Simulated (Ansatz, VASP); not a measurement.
## One calculation of SiNi3, two programs

```xyz
4
Lattice="3.5420 0.0000 0.0000 0.0000 3.5420 0.0000 0.0000 0.0000 3.5420" Properties=species:S:1:pos:R:3 pbc="T T T"
Si    0.0000    0.0000    0.0000
Ni    0.0000    1.7710    1.7710
Ni    1.7710    0.0000    1.7710
Ni    1.7710    1.7710    0.0000
```

Alike in both runs: task relaxation of cell and atoms; functional PBE; k mesh 12 × 12 × 12; occupations gaussian, width 0.1 eV; no spin polarisation.

```csv
,VASP,Ansatz
version,VASP 6.6.1,Ansatz 0.2.0
potentials or method,"VASP PAW PBE potentials, release 64 (Si, Ni)","scalar-relativistic, plane waves, PAW"
plane-wave cutoff (eV),600,420
valence electrons in the cell,34,58
```

```csv
,VASP,Ansatz,Ansatz less VASP
"gap on the k mesh at the Fermi level, each at its own relaxed structure (eV)",none,none,-
relaxed volume (Å³/atom),10.77,10.78,+0.006
relaxed cell length with the largest relative difference (Å),3.506,3.506,+0.0007
energy change over the relaxation (meV/atom),-7,-6,+0.1
```

A gap of «none» marks a metal or a gap that the smearing closes. The two sets of potentials don't hold the same shells in valence.

Spin polarisation is off, so any magnetic state and its effect on volume and gap are missing.
